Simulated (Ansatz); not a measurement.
# Rh (P6_3/mmc) in Ansatz: a series of runs, part 2 of 2

Ansatz 0.2.0. Earlier steps stand in the parts before.

## Step 3: Relaxation of cell and atoms, PBEsol, target pressure 5 GPa, at which the enthalpy is minimised

input.yaml reads:

```yaml
crystal:
  lattice:
    - [2.7309790422, 0.0, 0.0]
    - [-1.3654895211, 2.3650972278, 0.0]
    - [0.0, 0.0, 4.428489]
  atoms:
    - { symbol: Rh, position: [0.3333333333, 0.6666666667, 0.25] }
    - { symbol: Rh, position: [0.6666666667, 0.3333333333, 0.75] }
kpoints:
  mp_grid: { grid: [11, 11, 6] }
scf:
  occupations: { method: fermi_dirac, width: 0.05 }
hamiltonian:
  xc: pbesol
  pseudopotentials: { kind: all_electron, lapw: { basis_error: 0.001 } }
output:
  forces: true
  stress: true
relax:
  f_tol: 0.01
  max_steps: 60
  cell: { p_target: 5 }
```

Potentials or basis: all-electron LAPW, scalar-relativistic.

Started as:

```sh
$ ansatz run input.yaml --threads 1 --pin off --max-ram 3072MiB --backend cpu --events-out ev --progress --plain --runs-dir out
```

Log:

```text
Warning: RAYON_NUM_THREADS=1 ignored (pool sized by the plan → 1); use --threads N
The last accepted step is kept in <dir> (removed where the run ends without a failure and the disk answers)
LAPW: plane waves up to 8.708 Å⁻¹, error target 1.0e-3 eV per atom; small_component_spin mean_spin; Rh in spheres of 1.318 Å, 27 of its electrons in bands, Dirac shells [] (how accurate: hamiltonian.pseudopotentials.lapw.basis_error, Limitations)
Engine: ansatz 0.2.0, aarch64-unknown-linux-gnu
Pseudopotentials: kind: all_electron
Pseudopotential: Rh, LAPW, valence charge 27, lapw/all_electron/scalar/gaussian/Rh, Koelling and Harmon's equation, gaussian nucleus
Functional definition: PBEsol
  exchange = pbesol_x
  correlation = pbesol_c
Crystal: 2 atoms, lattice volume = 28.604 Å³
Basis set: ecut = 288.9291482299936 eV, 313 PW (Γ), exchange–correlation at level 2
Bands: 33, of which v1, the nominal top of the filled ones, is band 27 counted from 1 (26 counted from 0)
Symmetry: 24 space group operations
Space group: P63/mmc (ITA 194), of the structure as read, at distance tolerance 3.1e-5 Å
k-points: 64 of 726
Non-local potential: Rh, projectors of the file, none
Initial density: superposition of atomic densities (chi_scale 0.1, normalization cell)
Initial wavefunctions: plane waves of lowest kinetic energy (no species holds an atomic orbital)
Functional: x = pbesol(κ = 0.804, μ = 0.12345679012345678), c = pbesol(β = 0.046)
iter 1 solved again at ethr=6.03e-4 eV; its pass at ethr=1.00e-1 eV (dr2=3.26e-1 eV) is discarded
SCF iter   1: F=—  HF=-260247.268556 eV  |F-HF|=—  |Δ(HF+E_count)|=         —  Δρ=4.60e-2  dr2=3.27e-1  ethr=6.03e-4  ⟨swp⟩=2.8  Hψ=13516  notcnv=0
preconditioner: auto → Kerker (q_TF=auto, 3.033 Å⁻¹)  [metal: Δε(μ)=0.002 eV  Ē_g=10.072 eV  σ=0.050 eV  W_gap=0.01  n_scr=22 (ndim 8)  ℏωp=29.5 eV  f_vac=0.000  D(μ)=3.84/eV (n_scr^D=54)]
iter 2 solved again at ethr=2.12e-5 eV; its pass at ethr=6.03e-4 eV (dr2=1.15e-2 eV) is discarded
SCF iter   2: F=—  HF=-260246.297456 eV  |F-HF|=—  |Δ(HF+E_count)|=   9.71e-1  Δρ=6.92e-3  dr2=1.15e-2  ethr=2.12e-5  ⟨swp⟩=2.0  Hψ=10904  notcnv=0
SCF iter   3: F=—  HF=-260246.206537 eV  |F-HF|=—  |Δ(HF+E_count)|=   9.09e-2  Δρ=1.05e-2  dr2=2.34e-2  ethr=2.12e-5  ⟨swp⟩=2.2  Hψ=6388  notcnv=0
SCF iter   4: F=—  HF=-260246.199776 eV  |F-HF|=—  |Δ(HF+E_count)|=   6.76e-3  Δρ=4.03e-3  dr2=4.46e-3  ethr=2.12e-5  ⟨swp⟩=2.0  Hψ=6140  notcnv=0
SCF iter   5: F=—  HF=-260246.200188 eV  |F-HF|=—  |Δ(HF+E_count)|=   4.12e-4  Δρ=9.64e-4  dr2=2.74e-4  ethr=8.25e-6  ⟨swp⟩=2.0  Hψ=6036  notcnv=0
SCF iter   6: F=—  HF=-260246.200197 eV  |F-HF|=—  |Δ(HF+E_count)|=   8.46e-6  Δρ=1.89e-4  dr2=7.88e-6  ethr=5.08e-7  ⟨swp⟩=2.0  Hψ=6158  notcnv=0
SCF iter   7: F=—  HF=-260246.200195 eV  |F-HF|=—  |Δ(HF+E_count)|=   2.24e-6  Δρ=3.09e-5  dr2=2.73e-7  ethr=1.46e-8  ⟨swp⟩=2.0  Hψ=6158  notcnv=0
SCF iter   8: F=-260246.200194 eV  HF=-260246.200194 eV  |F-HF|=6.21e-8  |Δ(HF+E_count)|=   1.68e-7  Δρ=1.11e-5  dr2=3.82e-8  ethr=5.05e-10  ⟨swp⟩=2.0  Hψ=6159  notcnv=0
SCF 1 converged in 8 iterations: F = -260246.200194 eV  dr2 = 3.82e-8
relax step   1: F+E_penalty+E_count = -260246.20019439 eV  Δ(F+E_penalty+E_count) = +0.000e0 eV  max|allowed force component| = 2.891e-17 eV/Å  Δτ_max = 0.0000 Å  P = -13.673 GPa  Ω = 28.604 Å³  (8 SCF iters, accepted)
Crystal: 2 atoms, lattice volume = 24.765 Å³
Basis set: ecut = 318.06591592969824 eV, 313 PW (Γ), exchange–correlation at level 2
Initial density: handed on by an earlier stage of this run
Initial wavefunctions: those handed on with the density
iter 1 solved again at ethr=1.13e-7 eV; its pass at ethr=1.00e-1 eV (dr2=6.10e-5 eV) is discarded
SCF iter   1: F=—  HF=-260246.049356 eV  |F-HF|=—  |Δ(HF+E_count)|=         —  Δρ=6.55e-4  dr2=6.01e-5  ethr=1.13e-7  ⟨swp⟩=5.7  Hψ=13270  notcnv=0
[... 22 lines left out ...]
Crystal: 2 atoms, lattice volume = 26.676 Å³
Basis set: ecut = 302.68594462928604 eV, 313 PW (Γ), exchange–correlation at level 2
iter 1 solved again at ethr=1.21e-8 eV; its pass at ethr=1.00e-1 eV (dr2=6.52e-6 eV) is discarded
SCF iter   1: F=—  HF=-260246.261168 eV  |F-HF|=—  |Δ(HF+E_count)|=         —  Δρ=7.75e-5  dr2=1.41e-6  ethr=1.21e-8  ⟨swp⟩=5.0  Hψ=12337  notcnv=0
preconditioner: auto → Kerker (q_TF=auto, 3.069 Å⁻¹)  [metal: Δε(μ)=0.012 eV  Ē_g=10.954 eV  σ=0.050 eV  W_gap=0.06  n_scr=10 (ndim 8)  ℏωp=30.5 eV  f_vac=0.000  D(μ)=3.34/eV (n_scr^D=42)]
SCF iter   2: F=—  HF=-260246.261149 eV  |F-HF|=—  |Δ(HF+E_count)|=   1.97e-5  Δρ=1.13e-4  dr2=1.86e-6  ethr=2.61e-9  ⟨swp⟩=3.0  Hψ=6775  notcnv=0
SCF iter   3: F=—  HF=-260246.261147 eV  |F-HF|=—  |Δ(HF+E_count)|=   2.14e-6  Δρ=6.23e-5  dr2=7.03e-7  ethr=2.61e-9  ⟨swp⟩=2.0  Hψ=6151  notcnv=0
iter 4 solved again at ethr=1.28e-10 eV; its pass at ethr=1.30e-9 eV (dr2=6.93e-8 eV) is discarded
SCF iter   4: F=-260246.261146 eV  HF=-260246.261146 eV  |F-HF|=3.43e-9  |Δ(HF+E_count)|=   3.26e-8  Δρ=1.63e-5  dr2=6.92e-8  ethr=1.28e-10  ⟨swp⟩=2.0  Hψ=10510  notcnv=0
SCF 4 converged in 4 iterations: F = -260246.261146 eV  dr2 = 6.92e-8
relax step   4: F+E_penalty+E_count = -260246.26114648 eV  Δ(F+E_penalty+E_count) = +5.631e-3 eV  max|allowed force component| = 3.469e-17 eV/Å  Δτ_max = 0.0000 Å  P = +4.944 GPa  Ω = 26.676 Å³  (4 SCF iters, accepted)
Crystal: 2 atoms, lattice volume = 26.671 Å³
Basis set: ecut = 302.72214735406345 eV, 313 PW (Γ), exchange–correlation at level 2
iter 1 solved again at ethr=9.73e-11 eV; its pass at ethr=1.00e-1 eV (dr2=5.26e-8 eV) is discarded
SCF iter   1: F=—  HF=-260246.260998 eV  |F-HF|=—  |Δ(HF+E_count)|=         —  Δρ=1.32e-5  dr2=3.79e-8  ethr=9.73e-11  ⟨swp⟩=5.0  Hψ=11295  notcnv=0
preconditioner: auto → Kerker (q_TF=auto, 3.069 Å⁻¹)  [metal: Δε(μ)=0.012 eV  Ē_g=10.956 eV  σ=0.050 eV  W_gap=0.06  n_scr=10 (ndim 8)  ℏωp=30.5 eV  f_vac=0.000  D(μ)=3.34/eV (n_scr^D=42)]
SCF iter   2: F=-260246.260998 eV  HF=-260246.260998 eV  |F-HF|=5.97e-9  |Δ(HF+E_count)|=   1.64e-8  Δρ=1.03e-5  dr2=2.30e-8  ethr=7.02e-11  ⟨swp⟩=2.0  Hψ=6151  notcnv=0
SCF 5 converged in 2 iterations: F = -260246.260998 eV  dr2 = 2.30e-8
relax step   5: F+E_penalty+E_count = -260246.26099797 eV  Δ(F+E_penalty+E_count) = +1.485e-4 eV  max|allowed force component| = 3.701e-17 eV/Å  Δτ_max = 0.0000 Å  P = +5.001 GPa  Ω = 26.671 Å³  (2 SCF iters, accepted)
iter 1 solved again at ethr=1.39e-10 eV; its pass at ethr=1.00e-1 eV (dr2=7.48e-8 eV) is discarded
SCF iter   1: F=—  HF=-260246.260996 eV  |F-HF|=—  |Δ(HF+E_count)|=         —  Δρ=1.09e-5  dr2=2.21e-8  ethr=1.39e-10  ⟨swp⟩=6.9  Hψ=14995  notcnv=0  reapply=21
SCF iter   2: F=-260246.260996 eV  HF=-260246.260996 eV  |F-HF|=3.78e-10  |Δ(HF+E_count)|=   1.08e-8  Δρ=6.86e-6  dr2=1.02e-8  ethr=4.09e-11  ⟨swp⟩=2.0  Hψ=6151  notcnv=0
SCF 6 converged in 2 iterations: F = -260246.260996 eV  dr2 = 1.02e-8
relax step   6: F+E_penalty+E_count = -260246.26099606 eV  Δ(F+E_penalty+E_count) = +1.915e-6 eV  max|allowed force component| = 3.469e-17 eV/Å  Δτ_max = 0.0000 Å  P = +5.001 GPa  Ω = 26.671 Å³  stress off target by 9.37e-4 GPa  SCF on the basis re-selected at this cell (its energy is not comparable with the rows above)  (2 SCF iters)
basis re-selected at this cell: Δ(F+E_penalty+E_count) = +1.915e-6 eV, ΔP = -0.000 GPa vs the last step (what re-selecting the basis moved, after the strain that the cell walked since its last selection, with what the two solves' SCF thresholds leave and, on support functions, any second-order correction that the steps lacked; it is no measure of the basis error at this ecutwfc). This SCF's stress stands 9.37e-4 GPa from its target on what of the cell is left free (relax.cell.stress_tol is 5.00e-2 GPa) and its largest allowed force component is 3.47e-17 eV/Å (relax.f_tol is 1.00e-2 eV/Å): within both
SCF converged after 2 iterations
Free energy (F): -260246.260996 eV
Harris-Foulkes:  -260246.260996 eV  (|F-HF|=3.78e-10)
Internal energy: -260246.233917 eV  (E = F + TS)
E sigma→0 (E₀):  -260246.247457 eV
Entropy (-TS):   -0.027079 eV (-13.539 meV/atom)
Fermi energy:    25.488723 eV
--- Per-component energies (eV) ---
  E_band       = -5503.087162
  E_kinetic    = 271086.838554
  E_xc         = -7431.750239
  E_electrostatic = -523901.322231  (all electrons and nuclei)
  E_smearing   = -0.027079  (= −TS)
  E_closure    = 0.000000  (closes the sum)
  E_atoms      = -260230.056130  (free atoms, spherical and without spin; not in F)
  Σ components = -260246.260996   (vs F -260246.260996, Δ=0.00e0)
  Basis errors (estimates in eV, not in F): energy 2.3e-4 per atom: plane waves 2.2e-4 (1.2e-4 summed), levels above the bands 9.4e-96, relativity 2.3e-8, radial functions 8.8e-6, core shells 1.1e-6; eigenvalues (radial functions only) 2.6e-6; not estimated: angular momenta, meshes, grids; target (lapw.basis_error) 1.0e-3; muffin-tin radii Rh 1.288 Å
--- Forces (eV/Å), atoms counted from 1 ---
  atom   1  Rh     0.00000000    -0.00000000     0.00000000
  atom   2  Rh     0.00000000     0.00000000    -0.00000000
  max |Σ_I F_I| component: 0.00e0 eV/Å
--- Stress (GPa, compression-positive) ---
        5.000533       0.000000      -0.000000
        0.000000       5.000533       0.000000
       -0.000000       0.000000       5.000937
  P = ⅓ Tr σ = 5.0007 GPa (50.007 kbar)
--- Relaxed structure (5 steps of the walk, 4 accepted, 1 SCFs on fresh bases) ---
  F+E_penalty+E_count = -260246.26099606 eV   max|allowed force component| = 3.469e-17 eV/Å   (the final SCF, on the basis selected at the relaxed cell)
  cell:  # Å, volume = 26.6713 Å³
    - [2.6708799252166275, 0.0, 0.0]
    - [-1.3354399626083138, 2.3130498656954814, -2.0626353348715297e-18]
    - [0.0, -3.862148999297947e-18, 4.317221388663648]
  atoms:
    - { symbol: Rh, position: [0.3333333333333333, 0.6666666666666666, 0.25000000000000006] }
    - { symbol: Rh, position: [0.6666666666666666, 0.3333333333333333, 0.7500000000000002] }
```

Run time: 68 s. Hardware: 1 thread of Arm Neoverse V2, shared host; peak memory 0.38 GiB.

What came out:

* Free energy: -260246.2610 eV
* Relaxed volume: 13.34 Å³/atom
* Relaxed cell: a = 2.671 Å, b = 2.671 Å, c = 4.317 Å, α = 90.00°, β = 90.00°, γ = 120.00°
* Space group after relaxing (to 0.05 Å): P6_3/mmc (No. 194)
* Energy change on relaxing (the enthalpy is what falls): -30.4 meV/atom
* Ionic steps: 5
* Pressure after relaxing: 5.0 GPa

The path:
```tsv
step	energy change (eV)	largest force (eV/Å)	volume (Å³)
1	0.0000	0.0000	28.60
2	-0.0666	0.0000	26.94
3	-0.0610	0.0000	26.68
4	-0.0608	0.0000	26.67
5	-0.0608	0.0000	26.67
```

Final structure:
```xyz
2
Lattice="2.6709 0.0000 0.0000 -1.3354 2.3130 0.0000 0.0000 0.0000 4.3172" Properties=species:S:1:pos:R:3 pbc="T T T"
Rh    0.0000    1.5420    1.0793
Rh    1.3354    0.7710    3.2379
```

## Step 4: Relaxation of cell and atoms, PBEsol, target pressure 10 GPa, at which the enthalpy is minimised

input.yaml: that of step 3 with these lines changed.

```diff
@@ -21,2 +21,2 @@
   max_steps: 60
-  cell: { p_target: 5 }
+  cell: { p_target: 10 }
```

Started as:

```sh
$ ansatz run input.yaml --threads 1 --pin off --max-ram 3072MiB --backend cpu --events-out ev --progress --plain --runs-dir out
```

Run time: 68 s. Hardware: 1 thread of Arm Neoverse V2, shared host; peak memory 0.38 GiB.

Results (log left out):

```yaml
Free_energy: -260246.2423 eV
Relaxed_volume: 13.13 Å³/atom
Relaxed_cell: a = 2.657 Å, b = 2.657 Å, c = 4.297 Å, α = 90.00°, β = 90.00°, γ = 120.00°
Space_group_after_relaxing_to_0.05_Å: P6_3/mmc (No. 194)
Energy_change_on_relaxing_the_enthalpy_is_what_falls: -21.0 meV/atom
Ionic_steps: 6
Pressure_after_relaxing: 10.0 GPa
```

Step by step:
```tsv
step	energy change (eV)	largest force (eV/Å)	volume (Å³)
1	0.0000	0.0000	28.60
2	0.1593	0.0000	24.75
3	-0.0558	0.0000	26.54
4	-0.0439	0.0000	26.30
5	-0.0421	0.0000	26.27
6	-0.0421	0.0000	26.27
```

Final structure:
```yaml
crystal:
  lattice:
    - [2.65700, 0.00000, 0.00000]
    - [-1.32850, 2.30103, 0.00000]
    - [0.00000, 0.00000, 4.29676]
  atoms:
    - { symbol: Rh, position: [0.33333, 0.66667, 0.25000] }
    - { symbol: Rh, position: [0.66667, 0.33333, 0.75000] }
```

## Step 5: Relaxation of cell and atoms, PBEsol, target pressure 20 GPa, at which the enthalpy is minimised

input.yaml: that of step 4 with these lines changed.

```diff
@@ -21,2 +21,2 @@
   max_steps: 60
-  cell: { p_target: 10 }
+  cell: { p_target: 20 }
```

Started as:

```sh
$ ansatz run input.yaml --threads 1 --pin off --max-ram 3072MiB --backend cpu --events-out ev --progress --plain --runs-dir out
```

Wall time 67 s (1 thread of Arm Neoverse V2, shared host); peak memory 0.38 GiB.

It converged, with:

```yaml
Free_energy: -260246.1765 eV
Relaxed_volume: 12.78 Å³/atom
Relaxed_cell: a = 2.632 Å, b = 2.632 Å, c = 4.260 Å, α = 90.00°, β = 90.00°, γ = 120.00°
Space_group_after_relaxing_to_0.05_Å: P6_3/mmc (No. 194)
Energy_change_on_relaxing_the_enthalpy_is_what_falls: +11.8 meV/atom
Ionic_steps: 6
Pressure_after_relaxing: 20.0 GPa
```

Step by step:
```tsv
step	energy change (eV)	largest force (eV/Å)	volume (Å³)
1	0.0000	0.0000	28.60
2	0.1689	0.0000	24.70
3	0.0009	0.0000	25.76
4	0.0221	0.0000	25.57
5	0.0236	0.0000	25.56
6	0.0236	0.0000	25.56
```

Final structure:
```
CELL_PARAMETERS angstrom
2.63224 0.00000 0.00000
-1.31612 2.27959 0.00000
0.00000 0.00000 4.25996
ATOMIC_POSITIONS crystal
Rh 0.33333 0.66667 0.25000
Rh 0.66667 0.33333 0.75000
```

## Step 6: Relaxation of cell and atoms, PBEsol, target pressure 30 GPa, at which the enthalpy is minimised

input.yaml: that of step 5 with these lines changed.

```diff
@@ -21,2 +21,2 @@
   max_steps: 60
-  cell: { p_target: 20 }
+  cell: { p_target: 30 }
```

Potentials or basis: all-electron LAPW, scalar-relativistic.

Started as:

```sh
$ ansatz run input.yaml --threads 1 --pin off --max-ram 3072MiB --backend cpu --events-out ev --progress --plain --runs-dir out
```

It took 56 s on 1 thread of Arm Neoverse V2, shared host; peak memory 0.38 GiB.

The run converged. Its results:

* Free energy: -260246.0818 eV
* Relaxed volume: 12.48 Å³/atom
* Relaxed cell: a = 2.611 Å, b = 2.611 Å, c = 4.228 Å, α = 90.00°, β = 90.00°, γ = 120.00°
* Space group after relaxing (to 0.05 Å): P6_3/mmc (No. 194)
* Energy change on relaxing (the enthalpy is what falls): +59.2 meV/atom
* Ionic steps: 5
* Pressure after relaxing: 30.0 GPa

The path:
```csv
step,energy change (eV),largest force (eV/Å),volume (Å³)
1,0.0000,0.0000,28.60
2,0.1725,0.0000,24.68
3,0.1052,0.0000,25.02
4,0.1184,0.0000,24.95
5,0.1184,0.0000,24.95
```

Final structure:
```yaml
crystal:
  lattice:
    - [2.61059, 0.00000, 0.00000]
    - [-1.30530, 2.26084, 0.00000]
    - [0.00000, 0.00000, 4.22754]
  atoms:
    - { symbol: Rh, position: [0.33333, 0.66667, 0.25000] }
    - { symbol: Rh, position: [0.66667, 0.33333, 0.75000] }
```

## Step 7: Summary

```tsv
cell	pressure (GPa)
relaxed	0.0
relaxed to 5 GPa	5.0
relaxed to 10 GPa	10.0
relaxed to 20 GPa	20.0
relaxed to 30 GPa	30.0
```

Alike in all rows: task relaxation of cell and atoms; level PBEsol; potentials or basis all-electron LAPW, scalar-relativistic; no spin polarisation; k mesh 11 × 11 × 6; smearing fermi-dirac 0.05 eV; basis error allowed 0.001 eV/atom.

Compare energies only between runs with the same functional and basis.
